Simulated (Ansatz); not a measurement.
MoS2: random displacements

These are results of Ansatz 0.2.0, DFT PBEsol, scalar-relativistic, plane waves, PAW, not measurements. The runs took a 420 eV cutoff, a Γ-centred 12×12×2 mesh and Gaussian smearing (0.05 eV). No spin polarisation. Energies are free energies at this smearing, counted from the undisturbed cell; pressure is positive in compression.

The undisturbed cell (relaxed at this level):

```
Mo S
1.0
     3.14143    0.00000    0.00000
    -1.57072    2.72056    0.00000
     0.00000    0.00000   12.57882
Mo S
2 4
Direct
  0.33333 0.66667 0.25000
  0.66667 0.33333 0.75000
  0.33333 0.66667 0.62605
  0.66667 0.33333 0.12605
  0.33333 0.66667 0.87395
  0.66667 0.33333 0.37395
```

The cell holds layers and no dispersion correction was added, so their binding is poorly described.

The atoms are displaced (Å, in the unstrained cell):

| atom | ux | uy | uz |
| --- | --- | --- | --- |
| Mo1 | -0.090 | 0.031 | -0.049 |
| Mo2 | -0.105 | -0.177 | -0.183 |
| S3 | 0.278 | 0.244 | 0.388 |
| S4 | 0.177 | -0.367 | 0.197 |
| S5 | -0.196 | 0.056 | -0.599 |
| S6 | -0.064 | 0.213 | 0.247 |

The cell is not strained.

What are the energy change, the stress and the forces?

ΔE = 2261.8 meV/atom; stress (xx, yy, zz, yz, xz, xy; compression positive) (24.27, 88.68, 61.55, -6.80, -1.96, -9.90) GPa.
```
atom Fx (eV/Å) Fy Fz
 Mo1       1.30   -7.07   10.41
 Mo2      -0.62   19.92    7.33
  S3       1.06  -13.75  -20.78
  S4      -0.85    7.64   -8.11
  S5      -0.45   -6.17   13.42
  S6      -0.45   -0.57   -2.27
```

Cost: 1 run of about 0.8 core-minutes, on Intel Xeon Platinum 8488C (Sapphire Rapids) (shared hosts).